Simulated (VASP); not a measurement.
# Mo (Im-3m) in VASP: a series of runs, part 2 of 2

VASP 6.6.1.

## (4) Relaxation of the atoms, PBEsol (a relaxed cell with its volume scaled by 1.06)

The input, INCAR:

```
SYSTEM = Mo
  ALGO = Fast
  EDIFF = 1E-7
  EDIFFG = -0.01
  ENCUT = 600
  GGA = PS
  IBRION = 2
  ISIF = 2
  ISMEAR = 1
  LASPH = .True.
  LCHARG = .False.
  LREAL = .False.
  LWAVE = .False.
  NELM = 80
  NSW = 40
  PREC = Accurate
  SIGMA = 0.1
```

The input, KPOINTS:

```
k-points
0
Gamma
  16 16 16
  0 0 0
```

The input, POSCAR:

```
Mo                                      
1.0
   -1.5960296503      1.5960296503      1.5960296503
    1.5960296503     -1.5960296503      1.5960296503
    1.5960296503      1.5960296503     -1.5960296503
  Mo            
     1
Direct
     0.0000000000000000    0.0000000000000000    0.0000000000000000
```

Potentials or basis: VASP PAW PBE potentials, release 64 (Mo_sv).

Run with:

```console
$ cat potpaw_PBE.64/Mo_sv/POTCAR > POTCAR
$ mpirun -np 1 vasp_std > vasp.out
```

OUTCAR:

```text
SYSTEM = Mo
   EDIFF = 1E-7
   EDIFFG = -0.01
   ENCUT = 600
   GGA = PS
   IBRION = 2
   ISIF = 2
   ISMEAR = 1
   LASPH = .True.
   LREAL = .False.
   NELM = 80
   NSW = 40
   PREC = Accurate

 ion  position               nearest neighbor table
   1  0.000  0.000  0.000-

  LATTYP: Found a body centered cubic cell.
 ALAT       =     3.1920593006

  Lattice vectors:

 A1 = (  -1.5960296503,   1.5960296503,   1.5960296503)
 A2 = (   1.5960296503,  -1.5960296503,   1.5960296503)
 A3 = (   1.5960296503,   1.5960296503,  -1.5960296503)

Analysis of symmetry for initial positions (statically):
=====================================================================
 Subroutine PRICEL returns:
 Original cell was already a primitive cell.

 Routine SETGRP: Setting up the symmetry group for a
 body centered cubic supercell.

 Subroutine GETGRP returns: Found 48 space group operations
 (whereof 48 operations were pure point group operations)
 out of a pool of 48 trial point group operations.

The static configuration has the point symmetry O_h .

Analysis of symmetry for dynamics (positions and initial velocities):
=====================================================================
 Subroutine PRICEL returns:
 Original cell was already a primitive cell.

 Routine SETGRP: Setting up the symmetry group for a
 body centered cubic supercell.

 Subroutine GETGRP returns: Found 48 space group operations
 (whereof 48 operations were pure point group operations)
 out of a pool of 48 trial point group operations.

The dynamic configuration has the point symmetry O_h .

 Subroutine INISYM returns: Found 48 space group operations
 (whereof 48 operations are pure point group operations),
 and found     1 'primitive' translations

----------------------------------------------------------------------------------------

                                     Primitive cell

  volume of cell :      16.2623
[... 116 lines left out ...]
   LEPSILON=     F    determine dielectric tensor
   LRPA    =     F    only Hartree local field effects (RPA)
 conjugate gradient relaxation of ions
 non-spin polarized calculation
 RMM-DIIS sequential band-by-band and
 Methfessel and Paxton  Order N= 1 SIGMA  =   0.10
  energy-cutoff  :      600.00
  volume of cell :       16.26
 maximum number of plane-waves:       559
 NGX is ok and might be reduce to    24
   NGX = 11   NGY = 11   NGZ = 11

 number of electron      14.0000000 magnetization

 Free energy of the ion-electron system (eV)
  ---------------------------------------------------
  ext. energy  EPLUGINS =         0.00000000
  ---------------------------------------------------
  free energy    TOTEN  =       -11.74035530 eV

  energy without entropy =      -11.74093282  energy(sigma->0) =      -11.74054781

 E-fermi :  11.8211     XC(G=0): -13.3053

 val. band max:       11.8059628227   @ k =  -0.1875   0.1875   0.1875
 cond. band min:      11.8350563289   @ k =  -0.1875   0.1875   0.0625
 fundamental gap:      0.0290935062
 Fermi energy:        11.8211031150

 k-point     1 :       0.0000    0.0000    0.0000
  band No.  band energies     occupation
      1     -49.3462      2.00000
      2     -22.7202      2.00000
      3     -22.7202      2.00000
      4     -22.7202      2.00000
      5       4.6892      2.00000
      6      10.5514      2.00000
      7      10.5514      2.00000
      8      10.5514      2.00000
      9      13.4178     -0.00000
     10      13.4178     -0.00000
     11      26.5843      0.00000
[... 309 lines left out ...]
 k-point    24 :       0.2500    0.1875    0.0000
  band No.  band energies     occupation
      1     -49.1456      2.00000
      2     -23.6962      2.00000
      3     -23.1242      2.00000
      4     -22.8274      2.00000
      5       7.7859      2.00000
      6       9.0618      2.00000
      7      10.0572      2.00000
      8      12.8841     -0.00000
      9      14.1214      0.00000
     10      16.2314      0.00000
     11      24.6477      0.00000

 [... further k-points ...]

------------------------ aborting loop because EDIFF is reached ----------------------------------------

  FORCE on cell =-STRESS in cart. coord.  units (eV):
  Direction    XX          YY          ZZ          XY          YZ          ZX
  --------------------------------------------------------------------------------------
  -------------------------------------------------------------------------------------
  Total       -1.4761477     -1.4761477     -1.4761477      0.0000000     -0.0000000     -0.0000000
  in kB     -145.4311808   -145.4311808   -145.4311808      0.0000000     -0.0000000     -0.0000000
  external PRESSURE =    -145.4311808 kB  Pullay stress =       0.0000000 kB

 VOLUME and BASIS-vectors are now :
 -----------------------------------------------------------------------------
  energy-cutoff  :      600.00
  volume of cell :       16.26
      direct lattice vectors                 reciprocal lattice vectors
    -1.596029650  1.596029650  1.596029650     0.000000000  0.313277388  0.313277388
     1.596029650 -1.596029650  1.596029650     0.313277388  0.000000000  0.313277388
     1.596029650  1.596029650 -1.596029650     0.313277388  0.313277388  0.000000000

 POSITION                                       TOTAL-FORCE (eV/Angst)
 -----------------------------------------------------------------------------------
      0.00000      0.00000      0.00000        -0.000000      0.000000     -0.000000
 -----------------------------------------------------------------------------------
    total drift:                                0.000000      0.000000      0.000000

  FREE ENERGIE OF THE ION-ELECTRON SYSTEM (eV)
  ---------------------------------------------------
  free  energy   TOTEN  =       -11.7403552991 eV

  energy  without entropy=      -11.7409328217  energy(sigma->0) =      -11.74054781

 reached required accuracy - stopping structural energy minimisation
```

OSZICAR:

```text
N       E                     dE             d eps       ncg     rms          rms(c)
DAV:   1     0.100789629154E+03    0.10079E+03   -0.89481E+03  3198   0.145E+03
DAV:   2    -0.110326909806E+02   -0.11182E+03   -0.10824E+03  3457   0.362E+02
DAV:   3    -0.125515261277E+02   -0.15188E+01   -0.15057E+01  3706   0.425E+01
DAV:   4    -0.125558300519E+02   -0.43039E-02   -0.43035E-02  3475   0.266E+00
DAV:   5    -0.125558537923E+02   -0.23740E-04   -0.23740E-04  3693   0.192E-01    0.146E+01
RMM:   6    -0.118343868982E+02    0.72147E+00   -0.12178E+00  3190   0.111E+01    0.392E+00
RMM:   7    -0.117446444308E+02    0.89742E-01   -0.42664E-01  3190   0.579E+00    0.144E+00
RMM:   8    -0.117415601295E+02    0.30843E-02   -0.29387E-02  3190   0.202E+00    0.344E-01
RMM:   9    -0.117403728975E+02    0.11872E-02   -0.33694E-03  3190   0.570E-01    0.803E-02
RMM:  10    -0.117403707562E+02    0.21413E-05   -0.10921E-03  3190   0.313E-01    0.874E-02
RMM:  11    -0.117403549348E+02    0.15821E-04   -0.12417E-04  3190   0.139E-01    0.513E-03
RMM:  12    -0.117403549125E+02    0.22275E-07   -0.87580E-06  3186   0.444E-02    0.369E-03
RMM:  13    -0.117403554373E+02   -0.52482E-06   -0.11497E-06  2998   0.164E-02    0.935E-04
RMM:  14    -0.117403552524E+02    0.18486E-06   -0.30191E-07  2210   0.767E-03    0.335E-04
RMM:  15    -0.117403552991E+02   -0.46679E-07   -0.53769E-08  1956   0.323E-03
   1 F= -.11740355E+02 E0= -.11740548E+02  d E =-.117404E+02
```

Run time: 10 s. Hardware: 1 thread of Intel Xeon 6975P-C (Granite Rapids), shared host; peak memory 0.16 GiB.

Results:

| Item | Value |
| --- | --- |
| Free energy | -11.7404 eV |
| Pressure after relaxing | -14.5 GPa |
| Band gap on the k mesh | none (metal or under the smearing width) |

Final structure:
```
CELL_PARAMETERS angstrom
-1.59603 1.59603 1.59603
1.59603 -1.59603 1.59603
1.59603 1.59603 -1.59603
ATOMIC_POSITIONS crystal
Mo 0.00000 0.00000 0.00000
```

Caveat: the relaxation stopped at its first step, so nothing moved; the PAW data sets were made with another functional, which shifts forces and pressure a little.

## (5) Summary

| cell | gap on the mesh (eV) | pressure (GPa) |
| --- | --- | --- |
| atoms relaxed from: a relaxed cell with its volume scaled by 1.02 | none | -5.4 |
| atoms relaxed from: a relaxed cell with its volume scaled by 1.04 | none | -10.2 |
| atoms relaxed from: a relaxed cell with its volume scaled by 1.06 | none | -14.5 |

Alike in all rows: task relaxation of the atoms; level PBEsol; potentials or basis VASP PAW PBE potentials, release 64 (Mo_sv); no spin polarisation; k mesh 16 × 16 × 16; cutoff (eV) 600; smearing methfessel-paxton 0.1 eV.

Caveats: the relaxation stopped at its first step, so nothing moved; the PAW data sets were made with another functional, which shifts forces and pressure a little.

Total energies depend on the potentials used, so only differences within one code and one set of settings carry meaning.
